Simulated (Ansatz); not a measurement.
Crystal: Ir.

```xyz
1
Lattice="0.0000 1.9156 1.9156 1.9156 0.0000 1.9156 1.9156 1.9156 0.0000" Properties=species:S:1:pos:R:3 pbc="T T T"
Ir    0.0000    0.0000    0.0000
```

Base run:

* Program: Ansatz 0.2.0
* Functional: PBEsol
* Potentials or basis: all-electron LAPW, non-relativistic
* Cutoff: 283 eV (chosen from the basis error)
* Basis error allowed: 0.001 eV/atom
* k mesh: 12 × 12 × 12
* Occupations: fermi-dirac, width 0.05 eV
* Spin: no spin polarisation

Its results: pressure 36.9 GPa.

**Question.** The run is repeated on the same cell with these changes: potentials or basis from all-electron LAPW, non-relativistic to all-electron LAPW, scalar-relativistic. What comes out?

**Answer.** Pressure -0.7 GPa.

Caveats: a pressure of tens of GPa on the cell as given is suspect, and the run, the potentials or the cell itself is likely at fault (some runs); relativity is left out, which matters for the heavier elements (some runs).
